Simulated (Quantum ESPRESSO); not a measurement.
I under changes of volume

One of the cells (40.553 Å³/atom); the others are scaled copies at fixed shape and fractional positions:

```
I
1.0
     0.00000    2.36560    3.90984
     2.19225    0.00000    3.90984
     2.19225    2.36560    0.00000
I
1
Direct
  0.00000 0.00000 0.00000
```

```yaml
Program: Quantum ESPRESSO 7.5
Functional: PBE
Potentials_or_basis: SSSP 1.3 efficiency PBE
Cutoff: 748 eV
Density_cutoff: 5987 eV
k_mesh: 9 × 9 × 9
Occupations: fermi-dirac, width 0.05 eV
Spin: no spin polarisation
```

```tsv
volume (Å³/atom)	energy over the lowest point (meV/atom)	pressure (GPa)
38.120	18.55	2.2
38.931	9.23	1.5
39.742	?	?
40.553	0.33	0.3
41.364	0.00	-0.2
42.175	1.99	-0.6
42.986	6.02	-1.0
```

Question: What does the run at 39.742 Å³/atom give?

Answer: Energy over the lowest point 3.29 meV/atom; pressure 0.9 GPa.

Worked out: A Birch-Murnaghan fit of order 3 (a polynomial in V^(-2/3)) to the other rows has its minimum at 41.06 Å³/atom with B0 = V·E''(V) = 24 GPa and B' = 5.4 at fixed shape and positions, which overstates the stiffness. It gives 3.29 meV/atom at 39.742 Å³/atom, against the run's 3.29, and -dE/dV = 0.9 GPa, against 0.9.

Energies are extrapolated to zero smearing.

Caveats: an odd number of electrons without spin polarisation forces a metal; a magnetic or distorted state may lie lower.
